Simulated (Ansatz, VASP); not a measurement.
**Sc: VASP beside Ansatz**

```
Sc
1.0
     0.00000    2.31503    2.31503
     2.31503    0.00000    2.31503
     2.31503    2.31503    0.00000
Sc
1
Direct
  0.00000 0.00000 0.00000
```

Change from the starting cell: volume scaled by 1.06, PAW files.

Alike in both runs: task electric field gradients; functional PBEsol; k mesh 12 × 12 × 12; occupations fermi-dirac, width 0.03 eV; no spin polarisation.

|  | VASP | Ansatz |
| --- | --- | --- |
| version | VASP 6.6.1 | Ansatz 0.2.0 |
| potentials or method | VASP PAW PBE potentials, release 64 (Sc_sv) | PAW with Ansatz's default frozen-core files, scalar-relativistic |
| plane-wave cutoff (eV) | 520 | 420 |
| valence electrons in the cell | 11 | 11 |

```csv
,VASP,Ansatz,Ansatz less VASP
pressure (GPa),-2.5,-2.5,0.00
Vzz of the field gradient on the site that differs most (V/Å²),0.0,0.0,0.00
```

With one functional, cell and mesh, what is left measures potentials, basis and numerics.

Caveats: the PAW data sets were made with another functional, which shifts forces and pressure a little (VASP).
